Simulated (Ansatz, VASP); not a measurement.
# Si: VASP beside Ansatz

POSCAR

```
Si
1.0
    0.0000000000      2.7490491906      2.7490491906
    2.7490491906      0.0000000000      2.7490491906
    2.7490491906      2.7490491906      0.0000000000
Si
2
Direct
    0.7500000000      0.7500000000      0.7500000000
    0.5000000000      0.5000000000      0.5000000000
```

INCAR.step1

```
SYSTEM = Si
PREC = Accurate
ENCUT = 520
ISMEAR = 0
SIGMA = 0.02
LREAL = .False.
LASPH = .True.
NELM = 60
NBANDS = 11
GGA = PE
ALGO = Normal
EDIFF = 1E-4
LWAVE = .True.
LCHARG = .False.
```

File INCAR.step2:

```
SYSTEM = Si
PREC = Accurate
ENCUT = 520
EDIFF = 1E-6
ISMEAR = 0
SIGMA = 0.02
LREAL = .False.
LASPH = .True.
NELM = 60
ALGO = Normal
ISIF = 2
LWAVE = .False.
LCHARG = .False.
METAGGA = R2SCAN
LMIXTAU = .True.
NBANDS = 11
ISTART = 1
```

Contents of KPOINTS:

```
regular mesh
0
Gamma
  10 10 10
  0 0 0
```

Input for Ansatz:

```yaml
crystal:
  lattice:
    - [0.0, 2.7490491906, 2.7490491906]
    - [2.7490491906, 0.0, 2.7490491906]
    - [2.7490491906, 2.7490491906, 0.0]
  atoms:
    - { symbol: Si, position: [0.75, 0.75, 0.75] }
    - { symbol: Si, position: [0.5, 0.5, 0.5] }
basis:
  ecutwfc: 500
kpoints:
  mp_grid: { grid: [10, 10, 10] }
hamiltonian:
  xc: r2scan
scf:
  occupations: { method: gaussian, width: 0.02 }
output:
  forces: true
  stress: true
  eigenvalues: true
  write_density: true
  write_potential: true
  elf: true
  volumetric_format: npy
```

Alike in both runs: task single point; functional r2SCAN; k mesh 10 × 10 × 10; occupations gaussian, width 0.02 eV; no spin polarisation.

|  | VASP | Ansatz |
| --- | --- | --- |
| version | VASP 6.6.1 | Ansatz 0.2.0 |
| potentials or method | VASP PAW PBE potentials, release 64 (Si) | scalar-relativistic, plane waves, PAW |
| plane-wave cutoff (eV) | 520 | 500 |
| valence electrons in the cell | 8 | 8 |

|  | VASP | Ansatz | Ansatz less VASP |
| --- | --- | --- | --- |
| gap on the k mesh at the Fermi level (eV) | 0.84 | 0.83 | -0.014 |
| least direct gap on the mesh (eV) | 2.74 | 2.73 | -0.014 |
| pressure (GPa) | -2.9 | -2.7 | +0.22 |

Caveats: the PAW data sets were made with another functional, which shifts forces and pressure a little (VASP). A k mesh can miss the band edges. r2SCAN opens gaps a little over a GGA but as a rule still falls short of measured ones.
